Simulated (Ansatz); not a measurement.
**AlGa3N4: frozen normal mode**

Level of theory: DFT PBEsol, scalar-relativistic, plane waves, PAW (Ansatz). Settings: plane waves to 420 eV, k-mesh 6×8×6 (Γ-centred), Gaussian smearing 0.05 eV. No spin polarisation. Energies are free energies at this smearing, counted from the undisturbed cell; pressure is positive in compression.

Zero of the scan (relaxed at this level; it needn't be the usual structure):

```yaml
crystal:
  lattice:
    - [5.14235, 0.00000, 0.00012]
    - [0.00000, 3.16498, 0.00000]
    - [-0.00359, 0.00000, 5.47849]
  atoms:
    - { symbol: Al, position: [0.00060, 0.50000, 0.66736] }
    - { symbol: Ga, position: [0.49912, 0.50000, 0.33492] }
    - { symbol: Ga, position: [0.49903, 0.00000, 0.83156] }
    - { symbol: Ga, position: [0.99986, 0.00000, 0.16618] }
    - { symbol: N, position: [0.11967, 0.50000, 0.34010] }
    - { symbol: N, position: [0.11765, 0.00000, 0.82638] }
    - { symbol: N, position: [0.62044, 0.00000, 0.16622] }
    - { symbol: N, position: [0.63123, 0.50000, 0.66730] }
```

A zone-centre mode of this cell is frozen in: each atom moves by x times its row below, so x is the largest displacement.
```
atom ux uy uz
 Al1   0.243  0.000  -0.124
 Ga2   0.031  0.000  -0.013
 Ga3  -0.025  0.000   0.002
 Ga4  -0.039  0.000  -0.008
  N5  -0.221  0.000   0.975
  N6   0.036  0.000  -0.678
  N7   0.198  0.000   0.404
  N8  -0.315  0.000  -0.366
```

| x (Å) | ΔE (meV/cell) |
| --- | --- |
| -0.3000 | 2096.2 |
| -0.2250 | 1196.0 |
| -0.1500 | 542.9 |
| -0.0750 | 139.7 |
| 0.0000 | 0.0 |
| 0.0750 | 151.1 |
| 0.1500 | 638.8 |
| 0.2250 | 1534.5 |
| 0.2625 | 2167.6 |
| 0.3000 | 2947.3 |

(1) Predict the gap on the mesh (eV) at each point.

Results:

(1)
```csv
x (Å),gap on the mesh (eV)
-0.3000,1.96
-0.2250,2.12
-0.1500,2.25
-0.0750,2.33
0.0000,2.36
0.0750,2.35
0.1500,2.28
0.2250,2.10
0.2625,1.99
0.3000,1.87
```